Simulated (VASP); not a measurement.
A run of VASP 6.6.1 is set up as follows.

File INCAR:

```
SYSTEM = O
PREC = Accurate
ENCUT = 520
EDIFF = 1E-6
ISMEAR = -1
SIGMA = 0.05
LREAL = .False.
LASPH = .True.
NELM = 150
ALGO = Normal
ISIF = 2
LWAVE = .False.
LCHARG = .False.
ISPIN = 2
MAGMOM = 1 1 1 1 1 1 1 1 1 1 1 1
LORBIT = 11
GGA = PE
IVDW = 12
NBANDS = 52
```

File KPOINTS:

```
regular mesh
0
Gamma
  1 1 1
  0 0 0
```

POSCAR

```
O
1.0
    6.3313630000      0.0000000000      0.0000000000
    0.0000000000      6.3313630000      0.0000000000
    0.0000000000      0.0000000000      6.3313630000
O
12
Direct
    0.0952704942     -0.0000156143      0.7394867195
    0.1109335125     -0.0832686883      0.5668957689
    0.6991461128      0.6249578803      0.4620062107
    0.5534020351      0.6576959806      0.3406739402
    0.1685410442      0.3992506851      0.4826450500
    0.2343409348      0.4705158150      0.6486193288
    0.9007772962      0.1698121390      0.1640752925
    0.7464128593      0.0756310603      0.2300376418
    0.6354675381      0.2007098897      0.6924236643
    0.5848686091      0.0304872267      0.7680487261
    1.0103520256      0.6361950624      1.0537117093
    0.8579197382      0.6107523634      0.9393132480
```

Potentials or basis: VASP PAW PBE potentials, release 64 (O).

Command:

```bash
$ cat potpaw_PBE.64/O/POTCAR > POTCAR
$ mpirun -np 1 vasp_gam > vasp.out
```

(1) Estimate the dispersion energy per atom.

(2) Estimate the site moments.

## Answers

(1) -0.037 eV.

(2) O +0.81 μB.

Caveat: the standard files for N, O and F lose accuracy on very short bonds.
